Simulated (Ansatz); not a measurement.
Input of an Ansatz 0.2.0 run:

The input input.yaml:

```yaml
crystal:
  lattice:
    - [0.0, 3.0315, 3.0315]
    - [3.0315, 0.0, 3.0315]
    - [3.0315, 3.0315, 0.0]
  atoms:
    - { symbol: I, position: [0.0, 0.0, 0.0] }
    - { symbol: Cu, position: [0.75, 0.75, 0.75] }
kpoints:
  mp_grid: { grid: [8, 8, 8] }
scf:
  occupations: { method: fermi_dirac, width: 0.05 }
hamiltonian:
  xc: pbesol
  pseudopotentials: { kind: all_electron, lapw: { basis_error: 0.001 } }
  hubbard:
    sites: [{ species: Cu, l: d, u_eff: 8 }]
    double_counting: fll
    projectors: ortho-atomic
output:
  forces: true
  stress: true
  eigenvalues: true
  dos: { projected: false, de: 0.1, e_range: [-10, 10] }
```

Potentials or basis: all-electron LAPW, scalar-relativistic.

Launch:

```sh
$ ansatz run input.yaml --threads 1 --pin off --max-ram 3072MiB --backend cpu --events-out ev --progress --plain --runs-dir out
```

(1) Estimate the band gap on the k mesh.

(2) What does it give for the pressure?

Results:

(1) 2.14 eV, direct.

(2) -1.2 GPa.

Caveat: spin-orbit coupling is left out, which moves the levels of the heavy elements.
